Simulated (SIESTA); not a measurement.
**AlCu3 under changes of volume**

One of the cells (12.044 Å³/atom); the others are scaled copies at fixed shape and fractional positions:

```
Cu Al
1.0
     0.00000    2.88801    2.88801
     2.88801    0.00000    2.88801
     2.88801    2.88801    0.00000
Cu Al
3 1
Direct
  0.75000 0.75000 0.75000
  0.25000 0.25000 0.25000
  0.50000 0.50000 0.50000
  0.00000 0.00000 0.00000
```

The cell comes from a database or a generator and needn't be the stable form of this composition.

| Item | Value |
| --- | --- |
| Program | SIESTA 5.4.2 |
| Functional | LDA |
| Potentials or basis | PseudoDojo 0.4 standard (LDA files) |
| Basis | DZP (energy shift 0.003 Ry; two zetas on semicore shells) |
| Grid cutoff | 800 Ry |
| Energy shift | 0.003 Ry |
| k mesh | 8 × 8 × 8 |
| Occupations | fermi-dirac, width 0.05 eV |
| Spin | no spin polarisation |

```tsv
volume (Å³/atom)	energy over the lowest point (meV/atom)	pressure (GPa)
11.321	5.55	5.4
11.562	0.13	1.8
11.803	0.00	-1.5
12.044	4.77	-4.7
12.285	?	?
12.526	27.18	-10.0
12.767	44.12	-12.3
```

Task: What does the run at 12.285 Å³/atom give?

Result: Energy over the lowest point 13.97 meV/atom; pressure -7.6 GPa.

Worked out: A Birch-Murnaghan fit of order 3 (a polynomial in V^(-2/3)) to the other rows has its minimum at 11.69 Å³/atom with B0 = V·E''(V) = 164 GPa and B' = 3.4. It gives 13.95 meV/atom at 12.285 Å³/atom, against the run's 13.97, and -dE/dV = -7.5 GPa, against -7.6.

Energies are extrapolated to zero smearing.

Caveats: short orbitals over semicore shells can move pressures by several GPa; the basis of atomic orbitals isn't converged, which shifts pressures, moduli and gaps.
